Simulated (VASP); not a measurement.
# GaN: relaxation of cell and atoms with PBE

Crystal: GaN.

```
Ga N
1.0
     3.21715    0.00000    0.00000
    -1.60857    2.78613    0.00000
     0.00000    0.00000    5.24347
Ga N
2 2
Direct
  0.33333 0.66667 0.99924
  0.66667 0.33333 0.49924
  0.33333 0.66667 0.37576
  0.66667 0.33333 0.87576
```

* Program: VASP 6.6.1
* Task: relaxation of cell and atoms
* Functional: PBE
* Potentials or basis: VASP PAW PBE potentials, release 64 (Ga_d, N)
* Cutoff: 600 eV
* k mesh: 12 × 12 × 5
* Occupations: gaussian, width 0.03 eV
* Spin: no spin polarisation
* Further INCAR settings: ALGO = Normal; EDIFF = 1e-07; IBRION = 2; EDIFFG = -0.005; NSW = 90; ISIF = 3

The relaxed volume is 11.76 Å³/atom, the relaxed cell is a = 3.218 Å, b = 3.218 Å, c = 5.244 Å, α = 90.00°, β = 90.00°, γ = 120.00° and the space group after relaxing (to 0.05 Å) is P6_3mc (No. 186). The energy gained by relaxing is 0.0 meV/atom and the ionic steps are 3. The pressure after relaxing is 0.0 GPa. The band gap on the k mesh is 1.72 eV, direct.

Forces in eV/Å, atoms in the order of the input:
```
Ga   0.000  0.000 -0.002
Ga   0.000  0.000 -0.002
N    0.000  0.000  0.002
N    0.000  0.000  0.002
```

Final structure:
```
Ga N
1.0
     3.21773    0.00000    0.00000
    -1.60886    2.78663    0.00000
     0.00000    0.00000    5.24405
Ga N
2 2
Cartesian
  0.0000 1.8578 5.2398
  1.6089 0.9289 2.6178
  0.0000 1.8578 1.9708
  1.6089 0.9289 4.5928
```

Levels at points of the mesh, in eV from the valence-band top:
| k point | band 14 | band 15 | band 16 | band 17 | band 18 | band 19 | band 20 | band 21 | band 22 |
| --- | --- | --- | --- | --- | --- | --- | --- | --- | --- |
| (0.00, 0.00, 0.00) | -1.00 | -1.00 | -0.04 | 0.00 | 0.00 | 1.72 | 4.07 | 9.02 | 9.73 |
| (0.50, 0.00, 0.00) | -5.19 | -4.07 | -2.64 | -2.12 | -0.96 | 4.98 | 5.37 | 5.98 | 8.35 |

Run time: 73 s on 2 MPI ranks on AMD EPYC 7R13 Processor (Zen 3), on a shared host, peak memory 0.2 GiB a rank.
